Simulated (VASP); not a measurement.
# KCl (Fm-3m) in VASP: further runs, part 2 of 2

VASP 6.6.1. Earlier steps stand in the parts before.

## 5. Single point, PBEsol

This run uses another cell than the first one, of 35.69 Å³/atom, 1.461 times its volume.

File INCAR:

```
PREC = Accurate ; ENCUT = 520
EDIFF = 1E-6 ; ISMEAR = 0
SIGMA = 0.01 ; LREAL = False
LASPH = True ; NELM = 100
ALGO = Normal ; ISIF = 2
LWAVE = False ; LCHARG = False
GGA = PS ; NBANDS = 15
```

File KPOINTS:

```
Automatic mesh
0
Gamma
  6 6 6
```

File POSCAR:

```
KCl
1.0
    3.2923727880      3.2923727880      0.0000000000
   -3.2923727880      3.2923727880      0.0000000000
    0.0000000000      3.2923727880      3.2923727880
K Cl
1 1
Direct
    0.0000000000      0.0000000000      0.0000000000
    0.5000000000      0.5000000000      0.0000000000
```

Potentials or basis: VASP PAW PBE potentials, release 64 (K_sv, Cl).

Run with:

```
$ cat potpaw_PBE.64/K_sv/POTCAR potpaw_PBE.64/Cl/POTCAR > POTCAR
$ mpirun -np 1 vasp_std > vasp.out
```

OUTCAR:

```text
PREC = Accurate
   ENCUT = 520
   EDIFF = 1E-6
   ISMEAR = 0
   LREAL = False
   LASPH = True
   NELM = 100
   ISIF = 2
   GGA = PS

 ion  position               nearest neighbor table
   1  0.000  0.000  0.000-
   2  0.500  0.500  0.000-

  LATTYP: Found a face centered cubic cell.
 ALAT       =     6.5847455760

  Lattice vectors:

 A1 = (   0.0000000000,   3.2923727880,   3.2923727880)
 A2 = (   3.2923727880,   0.0000000000,   3.2923727880)
 A3 = (   3.2923727880,   3.2923727880,   0.0000000000)

Analysis of symmetry for initial positions (statically):
=====================================================================
 Subroutine PRICEL returns:
 Original cell was already a primitive cell.

 Routine SETGRP: Setting up the symmetry group for a
 face centered cubic supercell.

 Subroutine GETGRP returns: Found 48 space group operations
 (whereof 48 operations were pure point group operations)
 out of a pool of 48 trial point group operations.

The static configuration has the point symmetry O_h .

Analysis of symmetry for dynamics (positions and initial velocities):
=====================================================================
 Subroutine PRICEL returns:
 Original cell was already a primitive cell.

 Routine SETGRP: Setting up the symmetry group for a
 face centered cubic supercell.

 Subroutine GETGRP returns: Found 48 space group operations
 (whereof 48 operations were pure point group operations)
 out of a pool of 48 trial point group operations.

The dynamic configuration has the point symmetry O_h .

 Subroutine INISYM returns: Found 48 space group operations
 (whereof 48 operations are pure point group operations),
 and found     1 'primitive' translations

----------------------------------------------------------------------------------------

                                     Primitive cell

  volume of cell :      71.3768

  direct lattice vectors                    reciprocal lattice vectors
     3.292372788  3.292372788  0.000000000     0.151866156  0.151866156 -0.151866156
    -3.292372788  3.292372788  0.000000000    -0.151866156  0.151866156 -0.151866156
     0.000000000  3.292372788  3.292372788     0.000000000  0.000000000  0.303732312

  length of vectors
     4.656118249  4.656118249  4.656118249     0.263039898  0.263039898  0.303732312

  position of ions in fractional coordinates (direct lattice)
     0.000000000  0.000000000  0.000000000
     0.500000000  0.500000000  0.000000000

  ion indices of the primitive-cell ions
   primitive index   ion index
                 1           1
                 2           2

----------------------------------------------------------------------------------------

 KPOINTS: Automatic mesh

Automatic generation of k-mesh.
 Grid dimensions read from file:
 generate k-points for:    6    6    6

 Generating k-lattice:

  Cartesian coordinates                     Fractional coordinates (reciprocal lattice)
     0.025311026  0.025311026 -0.025311026     0.166666667  0.000000000  0.000000000
    -0.025311026  0.025311026 -0.025311026     0.000000000  0.166666667  0.000000000
     0.000000000  0.000000000  0.050622052     0.000000000  0.000000000  0.166666667

  Length of vectors
     0.043839983  0.043839983  0.050622052

  Shift w.r.t. Gamma in fractional coordinates (k-lattice)
     0.000000000  0.000000000  0.000000000

 Subroutine IBZKPT returns following result:
 ===========================================

 Found     16 irreducible k-points:

 Following reciprocal coordinates:
            Coordinates               Weight
  0.000000  0.000000  0.000000      1.000000
  0.166667  0.000000  0.000000      8.000000
  0.333333  0.000000  0.000000      8.000000
  0.500000  0.000000  0.000000      4.000000
  0.166667  0.166667  0.000000     12.000000
  0.333333  0.166667  0.000000     24.000000
[... 8 lines left out ...]
  0.500000  0.333333  0.166667     24.000000
  0.500000  0.500000  0.166667     12.000000
   k-points           NKPTS =     16   k-points in BZ     NKDIM =     16   number of bands    NBANDS=     15
   number of dos      NEDOS =    301   number of ions     NIONS =      2
   total plane-waves  NPLWV =  46656
   dimension x,y,z NGX =    36 NGY =   36 NGZ =   36
   dimension x,y,z NGXF=    72 NGYF=   72 NGZF=   72
   ions per type =               1   1
   NGX,Y,Z   is equivalent  to a cutoff of  12.85, 12.85, 12.85 a.u.
   NGXF,Y,Z  is equivalent  to a cutoff of  25.71, 25.71, 25.71 a.u.
 SYSTEM =  unknown system
   PREC   = accura    normal or accurate (medium, high low for compatibility)
   ISTART =      0    job   : 0-new  1-cont  2-samecut
   ICHARG =      2    charge: 1-file 2-atom 10-const
   ISPIN  =      1    spin polarized calculation?
   LNONCOLLINEAR =      F non collinear calculations
   LSORBIT =      F    spin-orbit coupling
   LASPH  =      T    aspherical Exc in radial PAW
   ENCUT  =  520.0 eV  38.22 Ry    6.18 a.u.   8.66  8.66  8.66*2*pi/ulx,y,z
   NELM   =    100;   NELMIN=  2; NELMDL= -5     # of ELM steps
   EDIFF  = 0.1E-05   stopping-criterion for ELM
   LREAL  =      F    real-space projection
   EDIFFG = 0.1E-04   stopping-criterion for IOM
   NSW    =      0    number of steps for IOM
   IBRION =     -1    ionic relax: 0-MD 1-quasi-New 2-CG
   NFREE  =      0    steps in history (QN), initial steepest desc. (CG)
   ISIF   =      2    stress and relaxation
   ISYM   =      2    0-nonsym 1-usesym 2-fastsym
   POTIM  = 0.5000    time-step for ionic-motion
   TEBEG  =    0.0;   TEEND  =   0.0 temperature during run
   PSTRESS=    0.0 pullay stress
   NELECT =      16.0000    total number of electrons
   NUPDOWN=      -1.0000    fix difference up-down
   EMIN   =  10.00;   EMAX   =-10.00  energy-range for DOS
   EFERMI =   0.00;   METHOD = LEGACY
   ISMEAR =     0;   SIGMA  =   0.01  broadening in eV -4-tet -1-fermi 0-gaus
   EFERMI_NEDOS =   21; number of points for ismear=-14 and -15
   IALGO  =     38    algorithm
   IMIX   =      4    mixing-type and parameters
     AMIX     =   0.40;   BMIX     =  1.00
     AMIX_MAG =   1.60;   BMIX_MAG =  1.00
  volume/ion in A,a.u.               =      35.69       240.84
  Fermi-wavevector in a.u.,A,eV,Ry     =   0.994479  1.879294 13.456018  0.988989
  Thomas-Fermi vector in A             =   2.126434
   LORBIT       =      0    0 simple, 1 ext, 2 COOP (PROOUT), +10 PAW based schemes
   GGA     = PS    functional components
   LHFCALC =     F    Hartree Fock is set to
   AEXX    =    0.0000 exact exchange contribution
   IVDW    =     0    specifies the selected vdW correction
   LEPSILON=     F    determine dielectric tensor
   LRPA    =     F    only Hartree local field effects (RPA)
 non-spin polarized calculation
 Gauss-broadening in eV      SIGMA  =   0.01
  energy-cutoff  :      520.00
  volume of cell :       71.38
 maximum number of plane-waves:      1948
 NGX is ok and might be reduce to    36
   NGX = 17   NGY = 17   NGZ = 17

 number of electron      16.0000002 magnetization

 Free energy of the ion-electron system (eV)
  ---------------------------------------------------
  ext. energy  EPLUGINS =         0.00000000
  ---------------------------------------------------
  free energy    TOTEN  =        -6.95094089 eV

  energy without entropy =       -6.95094089  energy(sigma->0) =       -6.95094089

 E-fermi :  -2.3087     XC(G=0):  -7.1460

 val. band max:       -2.3809644486   @ k =   0.0000   0.0000   0.0000
 cond. band min:       2.2481790453   @ k =   0.0000   0.0000   0.0000
 fundamental gap:      4.6291434940
 Fermi energy:        -2.3087450799

 k-point     1 :       0.0000    0.0000    0.0000
  band No.  band energies     occupation
      1     -29.7820      2.00000
      2     -14.3344      2.00000
      3     -13.3028      2.00000
      4     -13.3028      2.00000
      5     -13.3028      2.00000
      6      -2.3810      2.00000
      7      -2.3810      2.00000
      8      -2.3810      2.00000
      9       2.2482      0.00000
     10       5.8280      0.00000
     11       5.8280      0.00000
     12       5.8280      0.00000
     13       6.6318      0.00000
     14       6.6318      0.00000
[... 257 lines left out ...]
      2     -14.3188      2.00000
      3     -13.3747      2.00000
      4     -13.3491      2.00000
      5     -13.2598      2.00000
      6      -2.8799      2.00000
      7      -2.7190      2.00000
      8      -2.6920      2.00000
      9       4.7047      0.00000
     10       5.9570      0.00000
     11       6.0091      0.00000
     12       7.1396      0.00000
     13       8.0649      0.00000
     14       8.7832      0.00000
     15       9.1221      0.00000

------------------------ aborting loop because EDIFF is reached ----------------------------------------

  FORCE on cell =-STRESS in cart. coord.  units (eV):
  Direction    XX          YY          ZZ          XY          YZ          ZX
  --------------------------------------------------------------------------------------
  -------------------------------------------------------------------------------------
  Total       -0.8805630     -0.8805630     -0.8805630     -0.0000000     -0.0000000     -0.0000000
  in kB      -19.7657823    -19.7657823    -19.7657823     -0.0000000     -0.0000000     -0.0000000
  external PRESSURE =     -19.7657823 kB  Pullay stress =       0.0000000 kB

 VOLUME and BASIS-vectors are now :
 -----------------------------------------------------------------------------
  energy-cutoff  :      520.00
  volume of cell :       71.38
      direct lattice vectors                 reciprocal lattice vectors
     3.292372788  3.292372788  0.000000000     0.151866156  0.151866156 -0.151866156
    -3.292372788  3.292372788  0.000000000    -0.151866156  0.151866156 -0.151866156
     0.000000000  3.292372788  3.292372788     0.000000000  0.000000000  0.303732312

 POSITION                                       TOTAL-FORCE (eV/Angst)
 -----------------------------------------------------------------------------------
      0.00000      0.00000      0.00000         0.000000      0.000000      0.000000
      0.00000      3.29237      0.00000        -0.000000     -0.000000      0.000000
 -----------------------------------------------------------------------------------
    total drift:                               -0.000000      0.000000     -0.000000

  FREE ENERGIE OF THE ION-ELECTRON SYSTEM (eV)
  ---------------------------------------------------
  free  energy   TOTEN  =        -6.9509408883 eV

  energy  without entropy=       -6.9509408883  energy(sigma->0) =       -6.95094089
```

It took 45 s on 1 thread of AMD EPYC 7R13, shared host; peak memory 0.18 GiB.

What came out:

```yaml
Free_energy: -6.9509 eV
Pressure: -2.0 GPa
Band_gap_on_the_k_mesh: 4.63 eV, direct
```

Caveat: the PAW data sets were made with another functional, which shifts forces and pressure a little.

## 6. Single point, PBEsol

This run uses another cell than the first one, of 35.69 Å³/atom, 1.461 times its volume.

File INCAR:

```
SYSTEM = KCl
  PREC = Accurate
  ENCUT = 520
  EDIFF = 1E-6
  ISMEAR = 0
  SIGMA = 0.01
  LREAL = .False.
  LASPH = .True.
  NELM = 60
  ALGO = Normal
  ISIF = 2
  LWAVE = .False.
  LCHARG = .False.
  GGA = PS
  NBANDS = 15
```

File KPOINTS:

```
regular mesh
0
Gamma
  6 6 6
  0 0 0
```

POSCAR is that of step 5.

Potentials or basis: VASP PAW PBE potentials, release 64 (K_sv, Cl).

Run with:

```
$ cat potpaw_PBE.64/K_sv/POTCAR potpaw_PBE.64/Cl/POTCAR > POTCAR
$ mpirun -np 1 vasp_std > vasp.out
```

Wall time 48 s (1 thread of AMD EPYC 7R13, shared host); peak memory 0.17 GiB.

It converged, with:

```yaml
Free_energy: -6.9509 eV
Pressure: -2.0 GPa
Band_gap_on_the_k_mesh: 4.63 eV, direct
```

Levels at points of the mesh, in eV from the valence-band top:
```csv
k point,band 6,band 7,band 8,band 9,band 10,band 11
"(0.00, 0.00, 0.00)",0.00,0.00,0.00,4.63,8.21,8.21
"(0.50, 0.00, 0.00)",-0.86,-0.24,-0.24,7.06,7.96,10.03
"(0.50, 0.50, 0.00)",-0.58,-0.20,-0.20,6.50,7.66,9.16
```

Caveat: the PAW data sets were made with another functional, which shifts forces and pressure a little.

## 7. The runs side by side

```csv
cell,gap on the mesh (eV),pressure (GPa)
"a = 4.104 Å, angles 60.0, 60.0, 90.0°, 2 atoms",5.92,7.2
"a = 4.201 Å, angles 60.0, 60.0, 90.0°, 2 atoms",5.63,4.1
"a = 4.289 Å, angles 60.0, 60.0, 90.0°, 2 atoms",5.40,2.1
"a = 4.656 Å, angles 60.0, 60.0, 90.0°, 2 atoms",4.63,-2.0
```

Alike in all rows: task single point; level PBEsol; potentials or basis VASP PAW PBE potentials, release 64 (K_sv, Cl); no spin polarisation; k mesh 6 × 6 × 6; cutoff (eV) 520; smearing gaussian 0.01 eV.

Caveats: the PAW data sets were made with another functional, which shifts forces and pressure a little.

Absolute energies hang on the potentials; compare differences alone.

## 8. Against experiment

Step 6. Against the measured gap of KCl, 8.68 eV (a printed reference work, monograph), the calculated 4.63 eV is off by -4.05 eV. The value is that of PBEsol, without temperature or zero-point motion. Semilocal functionals fall short of measured gaps as a rule.
